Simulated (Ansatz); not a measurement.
# CuO (F-43m) in Ansatz: equation of state

Aim: energy against volume of CuO in PBE, for its equilibrium volume and stiffness.

Program: Ansatz 0.2.0. These are calculated values, not measurements. Logs are shortened: lines on timing, memory, paths and dates and some standing lists are left out, and cuts for length are marked.

**1. The crystal as given**

Symmetry: F-43m, No. 216, cubic system. The conventional cell has a = 4.655 Å, b = 4.655 Å, c = 4.655 Å, α = 90.00°, β = 90.00°, γ = 90.00°. Cu (site symmetry -43m) has 4 O at 2.02 Å as nearest neighbours. O (site symmetry -43m) has 4 Cu at 2.02 Å as nearest neighbours.

Measurements of this composition are mostly on another form, of space group No. 15.

**2. Single point, PBE, 11.85 Å³/atom (volume scaled by 0.94)**

input.yaml

```yaml
crystal:
  lattice:
    - [0.0, 2.2797444458, 2.2797444458]
    - [2.2797444458, 0.0, 2.2797444458]
    - [2.2797444458, 2.2797444458, 0.0]
  atoms:
    - { symbol: Cu, position: [0.0, 0.0, 0.0] }
    - { symbol: O, position: [0.25, 0.25, 0.25] }
hamiltonian:
  xc: pbe
  pseudopotentials: { kind: paw }
kpoints:
  mp_grid: { grid: [10, 10, 10] }
scf:
  occupations: { method: fermi_dirac, width: 0.05 }
output:
  forces: true
  stress: true
  eigenvalues: true
  write_density: true
  write_potential: true
  elf: true
  volumetric_format: npy
```

Potentials or basis: Ansatz PAW.

Launch:

```
ansatz run input.yaml --threads 2 --pin off --max-ram 5632MiB --backend cpu --events-out ev --progress --plain --runs-dir out
```

The program printed:

```text
Warning: RAYON_NUM_THREADS=2 ignored (pool sized by the plan → 2); use --threads N
Engine: ansatz 0.2.0, x86_64-unknown-linux-gnu
Pseudopotentials: kind: paw
Pseudopotential: Cu, paw, valence charge 19, recommended cutoff 420 eV (normal), Cu.paw.azcp
Pseudopotential: O, paw, valence charge 6, recommended cutoff 420 eV (normal), O.paw.azcp
Functional definition: PBE
  parameter kappa = 0.804
  parameter beta = 0.06672455060314922
  exchange = pbe_x(kappa = kappa, mu = beta*pi^2/3)
  correlation = pbe_c(beta = beta)
Crystal: 2 atoms, lattice volume = 23.697 Å³
Basis set: ecut = 420 eV, 459 PW (Γ), exchange–correlation on 48×48×48 points (8 copies of the dense FFT grid, shifted against one another)
Bands: 17, of which v1, the nominal top of the filled ones, is band 13 counted from 1 (12 counted from 0)
Symmetry: 24 space group operations
Space group: F-43m (ITA 216), of the structure as read, at distance tolerance 2.9e-5 Å
k-points: 47 of 1000 (time reversal used)
Non-local potential: Cu, projectors of the file, l = 0: 3, l = 1: 2, l = 2: 3, l = 3: 1
Non-local potential: O, projectors of the file, l = 0: 2, l = 1: 2, l = 2: 1
PAW form: soft (Blöchl's): semilocal exchange-correlation on the pseudo side does not see the compensation charge
PAW one-centre angular grid: Cu, 590 points (default); XC on 64 Gauss nodes
PAW one-centre angular grid: O, 110 points (default); XC on 64 Gauss nodes
Initial density: superposition of atomic densities (neutral atoms: chi_scale 0, normalization atom), corrected by the library's trained network
Initial wavefunctions: pseudopotential atomic-orbital guess
Functional: x = pbe(κ = 0.804, μ = 0.2195149727645171), c = pbe(β = 0.06672455060314922)
SCF iter   1: F=—  HF=-7190.973661 eV  |F-HF|=—  |Δ(HF+E_count)|=         —  Δρ=5.45e-3  dr2=6.94e-3  ethr=1.77e-3  ⟨swp⟩=5.9  Hψ=3592  notcnv=0
preconditioner: auto → LDOS  [metal: Δε(μ)=0.023 eV  Ē_g=13.762 eV  σ=0.050 eV  W_gap=0.12  n_scr=8 (ndim 8)  ℏωp=31.5 eV  f_vac=0.089  D(μ)=2.84/eV (n_scr^D=50)  β→1.0]
SCF iter   2: F=—  HF=-7190.973716 eV  |F-HF|=—  |Δ(HF+E_count)|=   5.42e-5  Δρ=4.69e-3  dr2=3.95e-3  ethr=2.78e-5  ⟨swp⟩=2.6  Hψ=1611  notcnv=0
SCF iter   3: F=—  HF=-7190.973411 eV  |F-HF|=—  |Δ(HF+E_count)|=   3.04e-4  Δρ=2.19e-3  dr2=9.47e-4  ethr=1.58e-5  ⟨swp⟩=2.2  Hψ=1132  notcnv=0
SCF iter   4: F=—  HF=-7190.973267 eV  |F-HF|=—  |Δ(HF+E_count)|=   1.44e-4  Δρ=2.29e-3  dr2=8.82e-4  ethr=3.79e-6  ⟨swp⟩=2.2  Hψ=1341  notcnv=0
SCF iter   5: F=—  HF=-7190.973139 eV  |F-HF|=—  |Δ(HF+E_count)|=   1.28e-4  Δρ=7.49e-4  dr2=9.22e-5  ethr=3.53e-6  ⟨swp⟩=1.0  Hψ=799  notcnv=0
SCF iter   6: F=—  HF=-7190.973121 eV  |F-HF|=—  |Δ(HF+E_count)|=   1.83e-5  Δρ=9.00e-5  dr2=1.28e-6  ethr=3.69e-7  ⟨swp⟩=2.1  Hψ=968  notcnv=0
SCF iter   7: F=-7190.973121 eV  HF=-7190.973121 eV  |F-HF|=4.04e-10  |Δ(HF+E_count)|=   6.69e-8  Δρ=7.62e-6  dr2=7.87e-9  ethr=4.00e-10  ⟨swp⟩=6.0  Hψ=4707  notcnv=0
SCF 1 converged in 7 iterations: F = -7190.973121 eV  dr2 = 7.87e-9
SCF converged after 7 iterations
Free energy (F): -7190.973121 eV
Harris-Foulkes:  -7190.973121 eV  (|F-HF|=4.04e-10)
Internal energy: -7190.950648 eV  (E = F + TS)
E sigma→0 (E₀):  -7190.961884 eV
Entropy (-TS):   -0.022473 eV (-11.236 meV/atom)
Fermi energy:    9.331218 eV
--- Per-component energies (eV) ---
  E_band       = -484.930828
  E_kinetic    = 468.820789
  E_local      = -5210.062932  (includes V_loc(G=0)·N_el)
  E_nonlocal   = 439.939860
  E_hartree    = 2254.020264
  E_xc         = -160.856369
  E_vxc        = -206.392069  (∫ρ·V_xc dr)
  E_paw        = -1819.856934  (= ΣΔE_a)
  E_vpaw       = -485.286540  (= ΣTr[D̂ρ^β])
  E_aug_tail   = 0.002875  (compensation charges beyond the density's cutoff)
  E_ewald      = -3162.958201
  E_smearing   = -0.022473  (= −TS)
  E_closure    = 0.000000  (closes the sum)
  Σ components = -7190.973121   (vs F -7190.973121, Δ=0.00e0)
--- Forces (eV/Å), atoms counted from 1 ---
  atom   1  Cu     0.00000000    -0.00000000     0.00000000
  atom   2  O      0.00000000    -0.00000000    -0.00000000
  max |Σ_I F_I| component: 5.90e-17 eV/Å
--- Stress (GPa, compression-positive) ---
       -3.016243       0.000000      -0.000000
       -0.000000      -3.016243       0.000000
       -0.000000       0.000000      -3.016243
  P = ⅓ Tr σ = -3.0162 GPa (-30.162 kbar)
--- Band table (eV; the first three rows and the last of 47) ---
  k-point 0: bands = ["-102.7162", "-60.0912", "-60.0912", "-60.0912", "-9.4235", "4.5695", "4.5695", "4.5695", "7.3683", "7.3683", "10.1111", "10.1111", "10.1111", "10.2355", "23.4874", "23.4874", "23.4874"]
  k-point 1: bands = ["-102.7162", "-60.0918", "-60.0913", "-60.0913", "-9.3668", "4.4111", "4.5988", "4.5988", "7.3586", "7.3586", "9.5972", "10.0482", "10.0482", "10.9471", "22.5886", "23.5702", "23.5702"]
  k-point 2: bands = ["-102.7162", "-60.0933", "-60.0916", "-60.0916", "-9.2155", "4.0665", "4.6730", "4.6730", "7.3483", "7.3483", "8.9878", "9.8754", "9.8754", "12.0467", "20.8624", "23.6562", "23.6562"]
  k-point 46: bands = ["-102.7158", "-60.0961", "-60.0947", "-60.0936", "-8.6079", "3.9504", "4.6316", "5.2525", "7.1670", "7.3289", "7.7038", "7.9285", "8.7257", "16.6553", "18.9286", "20.3552", "21.3156"]
```

Run time: 2.8 s. Hardware: 2 threads of AMD EPYC (Zen 3), shared host; peak memory 0.33 GiB.

What came out:

```yaml
Free_energy: -7190.9731 eV
Pressure: -3.0 GPa
Band_gap_on_the_k_mesh: none (metal or under the smearing width)
```

Caveat: the pressure holds a Pulay correction of +0.6 GPa for the finite cutoff; an odd number of electrons without spin polarisation forces a metal; a magnetic or distorted state may lie lower; the run has no spin polarisation, though such a crystal can be magnetic; semilocal functionals often make such compounds metallic where correlation or magnetic order opens a gap, which also shifts bond lengths.

**3. Single point, PBE, 12.10 Å³/atom (volume scaled by 0.96)**

input.yaml

```yaml
crystal:
  lattice:
    - [0.0, 2.2957995131, 2.2957995131]
    - [2.2957995131, 0.0, 2.2957995131]
    - [2.2957995131, 2.2957995131, 0.0]
  atoms:
    - { symbol: Cu, position: [0.0, 0.0, 0.0] }
    - { symbol: O, position: [0.25, 0.25, 0.25] }
hamiltonian:
  xc: pbe
  pseudopotentials: { kind: paw }
kpoints:
  mp_grid: { grid: [10, 10, 10] }
scf:
  occupations: { method: fermi_dirac, width: 0.05 }
output:
  forces: true
  stress: true
  eigenvalues: true
```

Potentials or basis: Ansatz PAW.

Launch:

```
ansatz run input.yaml --threads 2 --pin off --max-ram 5632MiB --backend cpu --events-out ev --progress --plain --runs-dir out
```

It took 2.4 s on 2 threads of AMD EPYC (Zen 3), shared host; peak memory 0.32 GiB.

The run converged. Its results:

```
Free energy            : -7190.9596 eV
Pressure               : -5.5 GPa
Band gap on the k mesh : none (metal or under the smearing width)
```

Caveat: the pressure holds a Pulay correction of +0.6 GPa for the finite cutoff; an odd number of electrons without spin polarisation forces a metal; a magnetic or distorted state may lie lower; the run has no spin polarisation, though such a crystal can be magnetic; semilocal functionals often make such compounds metallic where correlation or magnetic order opens a gap, which also shifts bond lengths.

**4. Single point, PBE, 12.35 Å³/atom (volume scaled by 0.98)**

Changes to input.yaml since step 3:

```diff
@@ -2,5 +2,5 @@
   lattice:
-    - [0.0, 2.2957995131, 2.2957995131]
-    - [2.2957995131, 0.0, 2.2957995131]
-    - [2.2957995131, 2.2957995131, 0.0]
+    - [0.0, 2.3116331135, 2.3116331135]
+    - [2.3116331135, 0.0, 2.3116331135]
+    - [2.3116331135, 2.3116331135, 0.0]
   atoms:
```

Launch:

```
ansatz run input.yaml --threads 2 --pin off --max-ram 5632MiB --backend cpu --events-out ev --progress --plain --runs-dir out
```

Run time: 2.5 s. Hardware: 2 threads of AMD EPYC (Zen 3), shared host; peak memory 0.33 GiB.

Results (log left out):

| Item | Value |
| --- | --- |
| Free energy | -7190.9389 eV |
| Pressure | -7.6 GPa |
| Band gap on the k mesh | none (metal or under the smearing width) |

Caveat: the pressure holds a Pulay correction of +0.6 GPa for the finite cutoff; an odd number of electrons without spin polarisation forces a metal; a magnetic or distorted state may lie lower; the run has no spin polarisation, though such a crystal can be magnetic; semilocal functionals often make such compounds metallic where correlation or magnetic order opens a gap, which also shifts bond lengths.

**5. Single point, PBE, 12.60 Å³/atom**

Changes to input.yaml since step 4:

```diff
@@ -2,5 +2,5 @@
   lattice:
-    - [0.0, 2.3116331135, 2.3116331135]
-    - [2.3116331135, 0.0, 2.3116331135]
-    - [2.3116331135, 2.3116331135, 0.0]
+    - [0.0, 2.32725273, 2.32725273]
+    - [2.32725273, 0.0, 2.32725273]
+    - [2.32725273, 2.32725273, 0.0]
   atoms:
@@ -19 +19,5 @@
   eigenvalues: true
+  write_density: true
+  write_potential: true
+  elf: true
+  volumetric_format: npy
```

Launch:

```
ansatz run input.yaml --threads 2 --pin off --max-ram 5632MiB --backend cpu --events-out ev --progress --plain --runs-dir out
```

Run time: 3.1 s. Hardware: 2 threads of AMD EPYC (Zen 3), shared host; peak memory 0.34 GiB.

Results (log left out):

- Free energy: -7190.9117 eV
- Pressure: -9.6 GPa
- Band gap on the k mesh: none (metal or under the smearing width)

Caveat: the pressure holds a Pulay correction of +0.6 GPa for the finite cutoff; an odd number of electrons without spin polarisation forces a metal; a magnetic or distorted state may lie lower; the run has no spin polarisation, though such a crystal can be magnetic; semilocal functionals often make such compounds metallic where correlation or magnetic order opens a gap, which also shifts bond lengths.

**6. Single point, PBE, 12.86 Å³/atom (volume scaled by 1.02)**

input.yaml

```yaml
crystal:
  lattice:
    - [0.0, 2.3426654489, 2.3426654489]
    - [2.3426654489, 0.0, 2.3426654489]
    - [2.3426654489, 2.3426654489, 0.0]
  atoms:
    - { symbol: Cu, position: [0.0, 0.0, 0.0] }
    - { symbol: O, position: [0.25, 0.25, 0.25] }
hamiltonian:
  xc: pbe
  pseudopotentials: { kind: paw }
kpoints:
  mp_grid: { grid: [10, 10, 10] }
scf:
  occupations: { method: fermi_dirac, width: 0.05 }
output:
  forces: true
  stress: true
  eigenvalues: true
```

Potentials or basis: Ansatz PAW.

Launch:

```
ansatz run input.yaml --threads 2 --pin off --max-ram 5632MiB --backend cpu --events-out ev --progress --plain --runs-dir out
```

Run time: 2.5 s. Hardware: 2 threads of AMD EPYC (Zen 3), shared host; peak memory 0.33 GiB.

Results (log left out):

* Free energy: -7190.8789 eV
* Pressure: -11.3 GPa
* Band gap on the k mesh: none (metal or under the smearing width)

Caveat: the pressure holds a Pulay correction of +0.6 GPa for the finite cutoff; an odd number of electrons without spin polarisation forces a metal; a magnetic or distorted state may lie lower; the run has no spin polarisation, though such a crystal can be magnetic; semilocal functionals often make such compounds metallic where correlation or magnetic order opens a gap, which also shifts bond lengths.

**7. Single point, PBE, 13.11 Å³/atom (volume scaled by 1.04)**

Changes to input.yaml since step 6:

```diff
@@ -2,5 +2,5 @@
   lattice:
-    - [0.0, 2.3426654489, 2.3426654489]
-    - [2.3426654489, 0.0, 2.3426654489]
-    - [2.3426654489, 2.3426654489, 0.0]
+    - [0.0, 2.3578779885, 2.3578779885]
+    - [2.3578779885, 0.0, 2.3578779885]
+    - [2.3578779885, 2.3578779885, 0.0]
   atoms:
```

Potentials or basis: Ansatz PAW.

Launch:

```
ansatz run input.yaml --threads 2 --pin off --max-ram 5632MiB --backend cpu --events-out ev --progress --plain --runs-dir out
```

The program printed:

```text
Warning: RAYON_NUM_THREADS=2 ignored (pool sized by the plan → 2); use --threads N
Engine: ansatz 0.2.0, x86_64-unknown-linux-gnu
Pseudopotentials: kind: paw
Pseudopotential: Cu, paw, valence charge 19, recommended cutoff 420 eV (normal), Cu.paw.azcp
Pseudopotential: O, paw, valence charge 6, recommended cutoff 420 eV (normal), O.paw.azcp
Functional definition: PBE
  parameter kappa = 0.804
  parameter beta = 0.06672455060314922
  exchange = pbe_x(kappa = kappa, mu = beta*pi^2/3)
  correlation = pbe_c(beta = beta)
Crystal: 2 atoms, lattice volume = 26.218 Å³
Basis set: ecut = 420 eV, 531 PW (Γ), exchange–correlation on 48×48×48 points (8 copies of the dense FFT grid, shifted against one another)
Bands: 17, of which v1, the nominal top of the filled ones, is band 13 counted from 1 (12 counted from 0)
Symmetry: 24 space group operations
Space group: F-43m (ITA 216), of the structure as read, at distance tolerance 3.0e-5 Å
k-points: 47 of 1000 (time reversal used)
Non-local potential: Cu, projectors of the file, l = 0: 3, l = 1: 2, l = 2: 3, l = 3: 1
Non-local potential: O, projectors of the file, l = 0: 2, l = 1: 2, l = 2: 1
PAW form: soft (Blöchl's): semilocal exchange-correlation on the pseudo side does not see the compensation charge
PAW one-centre angular grid: Cu, 590 points (default); XC on 64 Gauss nodes
PAW one-centre angular grid: O, 110 points (default); XC on 64 Gauss nodes
Initial density: superposition of atomic densities (neutral atoms: chi_scale 0, normalization atom), corrected by the library's trained network
Initial wavefunctions: pseudopotential atomic-orbital guess
Functional: x = pbe(κ = 0.804, μ = 0.2195149727645171), c = pbe(β = 0.06672455060314922)
SCF iter   1: F=—  HF=-7190.841507 eV  |F-HF|=—  |Δ(HF+E_count)|=         —  Δρ=4.65e-3  dr2=5.70e-3  ethr=1.77e-3  ⟨swp⟩=6.0  Hψ=3599  notcnv=0
preconditioner: auto → LDOS  [metal: Δε(μ)=0.029 eV  Ē_g=12.997 eV  σ=0.050 eV  W_gap=0.14  n_scr=14 (ndim 8)  ℏωp=29.9 eV  f_vac=0.128  D(μ)=3.06/eV (n_scr^D=50)  β→1.0]
SCF iter   2: F=—  HF=-7190.841663 eV  |F-HF|=—  |Δ(HF+E_count)|=   1.55e-4  Δρ=4.20e-3  dr2=3.63e-3  ethr=2.28e-5  ⟨swp⟩=2.2  Hψ=1594  notcnv=0
SCF iter   3: F=—  HF=-7190.841336 eV  |F-HF|=—  |Δ(HF+E_count)|=   3.27e-4  Δρ=1.70e-3  dr2=7.23e-4  ethr=1.45e-5  ⟨swp⟩=2.0  Hψ=1013  notcnv=0
SCF iter   4: F=—  HF=-7190.841304 eV  |F-HF|=—  |Δ(HF+E_count)|=   3.20e-5  Δρ=2.27e-3  dr2=9.25e-4  ethr=2.89e-6  ⟨swp⟩=2.0  Hψ=1345  notcnv=0
SCF iter   5: F=—  HF=-7190.841168 eV  |F-HF|=—  |Δ(HF+E_count)|=   1.36e-4  Δρ=9.89e-4  dr2=1.78e-4  ethr=2.89e-6  ⟨swp⟩=1.1  Hψ=807  notcnv=0
SCF iter   6: F=—  HF=-7190.841136 eV  |F-HF|=—  |Δ(HF+E_count)|=   3.17e-5  Δρ=1.50e-4  dr2=4.05e-6  ethr=7.12e-7  ⟨swp⟩=2.4  Hψ=996  notcnv=0
SCF iter   7: F=—  HF=-7190.841134 eV  |F-HF|=—  |Δ(HF+E_count)|=   2.02e-6  Δρ=1.35e-5  dr2=3.45e-8  ethr=4.00e-10  ⟨swp⟩=3.6  Hψ=3238  notcnv=0
SCF iter   8: F=-7190.841134 eV  HF=-7190.841134 eV  |F-HF|=3.55e-11  |Δ(HF+E_count)|=   1.44e-8  Δρ=1.52e-6  dr2=3.95e-10  ethr=1.38e-10  ⟨swp⟩=2.0  Hψ=2405  notcnv=0
SCF 1 converged in 8 iterations: F = -7190.841134 eV  dr2 = 3.95e-10
SCF converged after 8 iterations
Free energy (F): -7190.841134 eV
Harris-Foulkes:  -7190.841134 eV  (|F-HF|=3.55e-11)
Internal energy: -7190.816728 eV  (E = F + TS)
E sigma→0 (E₀):  -7190.828931 eV
Entropy (-TS):   -0.024406 eV (-12.203 meV/atom)
Fermi energy:    7.717615 eV
--- Per-component energies (eV) ---
  E_band       = -517.329362
  E_kinetic    = 466.535239
  E_local      = -5386.426705  (includes V_loc(G=0)·N_el)
  E_nonlocal   = 440.867132
  E_hartree    = 2327.135319
  E_xc         = -159.802956
  E_vxc        = -204.925321  (∫ρ·V_xc dr)
  E_paw        = -1820.980901  (= ΣΔE_a)
  E_vpaw       = -487.654394  (= ΣTr[D̂ρ^β])
  E_aug_tail   = 0.002674  (compensation charges beyond the density's cutoff)
  E_ewald      = -3058.146531
  E_smearing   = -0.024406  (= −TS)
  E_closure    = 0.000000  (closes the sum)
  Σ components = -7190.841134   (vs F -7190.841134, Δ=0.00e0)
--- Forces (eV/Å), atoms counted from 1 ---
  atom   1  Cu     0.00000000    -0.00000000     0.00000000
  atom   2  O      0.00000000    -0.00000000    -0.00000000
  max |Σ_I F_I| component: 8.79e-17 eV/Å
--- Stress (GPa, compression-positive) ---
      -12.745498       0.000000      -0.000000
        0.000000     -12.745498       0.000000
       -0.000000       0.000000     -12.745498
  P = ⅓ Tr σ = -12.7455 GPa (-127.455 kbar)
--- Band table (eV; the first three rows and the last of 47) ---
  k-point 0: bands = ["-104.1148", "-61.4897", "-61.4897", "-61.4897", "-10.3303", "3.5616", "3.5616", "3.5616", "5.9811", "5.9811", "8.4004", "8.4004", "8.4004", "8.5222", "21.2662", "21.2662", "21.2662"]
  k-point 1: bands = ["-104.1148", "-61.4901", "-61.4898", "-61.4898", "-10.2849", "3.4183", "3.5874", "3.5874", "5.9735", "5.9735", "7.9075", "8.3455", "8.3455", "9.2134", "20.4078", "21.3339", "21.3339"]
  k-point 2: bands = ["-104.1147", "-61.4909", "-61.4899", "-61.4899", "-10.1640", "3.1088", "3.6527", "3.6527", "5.9657", "5.9657", "7.3597", "8.1947", "8.1947", "10.2546", "18.7647", "21.4048", "21.4048"]
  k-point 46: bands = ["-104.1145", "-61.4925", "-61.4918", "-61.4911", "-9.6822", "3.0246", "3.5983", "4.1679", "5.8801", "5.9474", "6.2618", "6.4314", "7.1738", "14.8701", "16.4577", "18.3997", "19.0545"]
```

Wall time 2.4 s (2 threads of AMD EPYC (Zen 3), shared host); peak memory 0.33 GiB.

What came out:

| Property | Result |
| --- | --- |
| Free energy | -7190.8411 eV |
| Pressure | -12.7 GPa |
| Band gap on the k mesh | none (metal or under the smearing width) |

Caveat: the pressure holds a Pulay correction of +0.6 GPa for the finite cutoff; an odd number of electrons without spin polarisation forces a metal; a magnetic or distorted state may lie lower; the run has no spin polarisation, though such a crystal can be magnetic; semilocal functionals often make such compounds metallic where correlation or magnetic order opens a gap, which also shifts bond lengths.

**8. Single point, PBE, 13.36 Å³/atom (volume scaled by 1.06)**

Changes to input.yaml since step 7:

```diff
@@ -2,5 +2,5 @@
   lattice:
-    - [0.0, 2.3578779885, 2.3578779885]
-    - [2.3578779885, 0.0, 2.3578779885]
-    - [2.3578779885, 2.3578779885, 0.0]
+    - [0.0, 2.3728967245, 2.3728967245]
+    - [2.3728967245, 0.0, 2.3728967245]
+    - [2.3728967245, 2.3728967245, 0.0]
   atoms:
```

Launch:

```
ansatz run input.yaml --threads 2 --pin off --max-ram 5632MiB --backend cpu --events-out ev --progress --plain --runs-dir out
```

Wall time 2.5 s (2 threads of AMD EPYC (Zen 3), shared host); peak memory 0.33 GiB.

It converged, with:

| Item | Value |
| --- | --- |
| Free energy | -7190.7988 eV |
| Pressure | -14.1 GPa |
| Band gap on the k mesh | none (metal or under the smearing width) |

Caveat: the pressure holds a Pulay correction of +0.6 GPa for the finite cutoff; an odd number of electrons without spin polarisation forces a metal; a magnetic or distorted state may lie lower; the run has no spin polarisation, though such a crystal can be magnetic; semilocal functionals often make such compounds metallic where correlation or magnetic order opens a gap, which also shifts bond lengths.

**9. Equation of state, PBE**

Potentials or basis: Ansatz PAW.

This step only gathers the single runs of the series.

What came out:

```yaml
Equilibrium_volume: "11.57 Å³/atom (rough: see the caveat)"
Bulk_modulus: 135 GPa (rough)
```

Energy against volume, from the lowest point:
```
volume (Å³/atom)  energy (meV/atom)
          11.848               0.00
          12.100               6.77
          12.353              17.11
          12.605              30.72
          12.857              47.10
          13.109              65.99
          13.361              87.15
```

Caveat: the minimum lies outside the volumes run; the run has no spin polarisation, though such a crystal can be magnetic.
